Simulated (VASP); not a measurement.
MgTe:

```
Mg Te
1.0
     4.52000    0.00000    0.00000
    -2.26000    3.91443    0.00000
     0.00000    0.00000    7.33000
Mg Te
2 2
Direct
  0.33333 0.66667 0.00000
  0.66667 0.33333 0.50000
  0.33333 0.66667 0.38500
  0.66667 0.33333 0.88500
```

| Item | Value |
| --- | --- |
| Program | VASP 6.6.1 |
| Task | relaxation of cell and atoms |
| Functional | PBEsol |
| Potentials or basis | VASP PAW PBE potentials, release 64 (Mg, Te) |
| Cutoff | 600 eV |
| k mesh | 9 × 9 × 4 |
| Occupations | gaussian, width 0.03 eV |
| Spin | no spin polarisation |

At the start: pressure 1.2 GPa; volume 32.42 Å³/atom.

Problem. How do energy, volume and symmetry change on relaxing?

Solution. Over 9 steps the energy falls by 6.8 meV/atom and the volume is 33.40 Å³/atom (+3.0 %); space group P6_3mc (No. 186, to 0.05 Å).

Step by step:
```
step  energy change (eV)  largest force (eV/Å)  pressure (GPa)  volume (Å³)
   1              0.0000                0.2273            1.20       129.69
   2             -0.0242                0.0568           -0.18       134.28
   3             -0.0243                0.0684           -0.09       133.94
   4             -0.0252                0.0426           -0.02       133.67
   5             -0.0256                0.0140            0.07       133.38
   6             -0.0263                0.0134            0.04       133.47
   7             -0.0273                0.0098           -0.02       133.74
   8             -0.0273                0.0098           -0.03       133.75
   9             -0.0274                0.0018            0.01       133.59
```

Final structure:
```xyz
4
Lattice="4.5610 0.0000 0.0000 -2.2805 3.9500 0.0000 0.0000 0.0000 7.4150" Properties=species:S:1:pos:R:3 pbc="T T T"
Mg    0.0000    2.6333    0.0309
Mg    2.2805    1.3167    3.7384
Te    0.0000    2.6333    2.8238
Te    2.2805    1.3167    6.5313
```

Caveat: the PAW data sets were made with another functional, which shifts forces and pressure a little.
